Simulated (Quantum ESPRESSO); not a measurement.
# Rh in Quantum ESPRESSO: the effect of functional

Rh:

```xyz
1
Lattice="0.0000 1.8979 1.8979 1.8979 0.0000 1.8979 1.8979 1.8979 0.0000" Properties=species:S:1:pos:R:3 pbc="T T T"
Rh    0.0000    0.0000    0.0000
```

Alike in all runs:

| Quantity | Value |
| --- | --- |
| Program | Quantum ESPRESSO 7.5 |
| Task | phonons |
| Cutoff | 612 eV |
| Density cutoff | 4898 eV |
| k mesh | 10 × 10 × 10 |
| Occupations | cold, width 0.2 eV |
| Spin | no spin polarisation |

Each run relaxes the cell or the atoms first.

| functional | potentials or basis | relaxed volume (Å³/atom) | highest phonon frequency (cm⁻¹) |
| --- | --- | --- | --- |
| LDA | GBRV 1.5 LDA | 13.27 | 291 |
| PBEsol | GBRV 1.5 PBEsol | 13.53 | 285 |
| RPBE | GBRV 1.5 PBE | 14.31 | 265 |
| PW91 | GBRV 1.5 PBE | ? | ? |
| BLYP | GBRV 1.5 PBE | 14.81 | 246 |
| vdW-DF-cx | GBRV 1.5 PBE | 13.61 | 283 |

Question: What does the run with functional PW91 give?

Answer: Relaxed volume 14.09 Å³/atom; highest phonon frequency 268 cm⁻¹.

Caveats: the mesh is thin for the phonons of a metal; the q point doesn't lie on the k mesh, which can shift a metal's frequencies strongly unless the mesh is converged; the potentials were made for another functional, which shifts forces and pressure (some runs).

Runs at the PBE level aren't shown here.
